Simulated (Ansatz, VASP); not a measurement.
# BP2: VASP beside Ansatz

INCAR

```
ALGO = Normal ; EDIFF = 1E-6
EDIFFG = -0.01 ; ENCUT = 600
GGA = PE ; IBRION = 2
ISIF = 3 ; ISMEAR = 0
LASPH = True ; LCHARG = False
LREAL = False ; LWAVE = False
NELM = 100 ; NSW = 100
PREC = Accurate ; SIGMA = 0.1
```

KPOINTS

```
k-points
0
Gamma
  12 12 4
```

File POSCAR:

```
BP2
1.0
    3.1133510650      0.0000000000      0.0000000000
    0.0000000000      3.1133510650      0.0000000000
    0.0000000000      0.0000000000      9.3403910727
B P
2 4
Direct
    0.0000000000      0.5000000000      0.5859553003
    0.5000000000      0.0000000000      0.4140446997
    0.5000000000      0.5000000000      0.0000000000
    0.0000000000      0.0000000000      0.0000000000
    0.5000000000      0.0000000000      0.6261048658
    0.0000000000      0.5000000000      0.3738951342
```

Input for Ansatz:

```yaml
crystal:
  lattice:
    - [3.113351065, 0.0, 0.0]
    - [0.0, 3.113351065, 0.0]
    - [0.0, 0.0, 9.3403910727]
  atoms:
    - { symbol: B, position: [0.0, 0.5, 0.5859553003] }
    - { symbol: B, position: [0.5, 0.0, 0.4140446997] }
    - { symbol: P, position: [0.5, 0.5, 0.0] }
    - { symbol: P, position: [0.0, 0.0, 0.0] }
    - { symbol: P, position: [0.5, 0.0, 0.6261048658] }
    - { symbol: P, position: [0.0, 0.5, 0.3738951342] }
basis:
  ecutwfc: 420
kpoints:
  mp_grid: { grid: [12, 12, 4] }
hamiltonian:
  xc: pbe
scf:
  occupations: { method: gaussian, width: 0.1 }
output:
  forces: true
  stress: true
  eigenvalues: true
  write_density: true
  write_potential: true
  elf: true
  volumetric_format: npy
relax:
  adjacent_minimum: "off"
  f_tol: 0.01
  max_steps: 80
  cell: { stress_tol: 0.05 }
```

Change from the starting cell: species swapped into the ErSe2 type (P4/nmm, No. 129).

Alike in both runs: task relaxation of cell and atoms; functional PBE; k mesh 12 × 12 × 4; occupations gaussian, width 0.1 eV; no spin polarisation.

|  | VASP | Ansatz |
| --- | --- | --- |
| version | VASP 6.6.1 | Ansatz 0.2.0 |
| potentials or method | VASP PAW PBE potentials, release 64 (B, P) | scalar-relativistic, plane waves, PAW |
| plane-wave cutoff (eV) | 600 | 420 |
| valence electrons in the cell | 26 | 26 |

```csv
,VASP,Ansatz,Ansatz less VASP
"gap on the k mesh at the Fermi level, each at its own relaxed structure (eV)",none,none,-
relaxed volume (Å³/atom),15.10,15.02,-0.079
relaxed cell length with the largest relative difference (Å),9.326,9.258,-0.0684
energy change over the relaxation (meV/atom),-4,-4,-0.4
```

A gap of «none» marks a metal or a gap that the smearing closes.

Caveats: this functional lacks dispersion, which binds the layers, so the pressure and a relaxed spacing across them are unreliable.
